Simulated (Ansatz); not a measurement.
**From three elastic constants to directional properties of Li$_{2}$S**

Computed with Ansatz 0.2.0, DFT PBEsol, scalar-relativistic, plane waves, PAW. Plane waves to 420 eV; Γ-centred k mesh 8×8×8; fixed occupations. No spin polarisation.

Relaxed structure:
```
CELL_PARAMETERS angstrom
0.00000 2.82731 2.82731
2.82731 0.00000 2.82731
2.82731 2.82731 0.00000
ATOMIC_POSITIONS crystal
Li 0.25000 0.25000 0.25000
Li 0.75000 0.75000 0.75000
S 0.00000 0.00000 0.00000
```

With ions relaxed, on the cubic axes: C11 = 85.9, C12 = 20.2, C44 = 34.2 GPa. The density is 1.688 g/cm³.

Question: Is the crystal stable against strain, and how anisotropic is it?

Answer: Born's conditions hold: C11 + 2C12 = 126.3, C11 − C12 = 65.6 and C44 = 34.2 GPa are all positive. B = (C11 + 2C12)/3 = 42.1 GPa. The two shear moduli are C44 and C′ = (C11 − C12)/2 = 32.8 GPa, so Zener's ratio is A = C44/C′ = 1.04: nearly isotropic. The Cauchy pressure C12 − C44 is -14.0 GPa; it would vanish for pair forces between atoms on inversion centres at zero pressure, and a negative value is usual with directional bonding, though many-body forces give one in some ionic oxides too.

Question: Give the sound speeds along the three symmetry directions.

Answer: The Christoffel equation gives ρv² for each branch:
| direction | branch | ρv² | GPa | v (m/s) |
| --- | --- | --- | --- | --- |
| [100] | L | C11 | 85.9 | 7133 |
| [100] | T (×2) | C44 | 34.2 | 4504 |
| [110] | L | (C11 + C12 + 2C44)/2 | 87.3 | 7191 |
| [110] | T, u ∥ [001] | C44 | 34.2 | 4504 |
| [110] | T, u ∥ [1-10] | (C11 − C12)/2 | 32.8 | 4410 |
| [111] | L | (C11 + 2C12 + 4C44)/3 | 87.8 | 7211 |
| [111] | T (×2) | (C11 − C12 + C44)/3 | 33.3 | 4441 |

Question: How does Young's modulus depend on direction?

Answer: Inverting gives S11 = 12.795, S12 = -2.440, S44 = 29.214 TPa⁻¹. Along a unit vector (l, m, n), 1/E = S11 − 2(S11 − S12 − S44/2)(l²m² + m²n² + n²l²), where the last bracket is 0, 1/4 and 1/3 for [100], [110] and [111]: E = 78, 80 and 81 GPa. With A > 1 the body diagonal is stiffest. For a film on (001), the biaxial modulus is C11 + C12 − 2C12²/C11 = 97 GPa and the normal strain is −2C12/C11 = -0.47 times the in-plane one.

Cost: 2 runs of about 0.8 core-minutes in all, on AMD EPYC 9R45 (Zen 5) (shared hosts).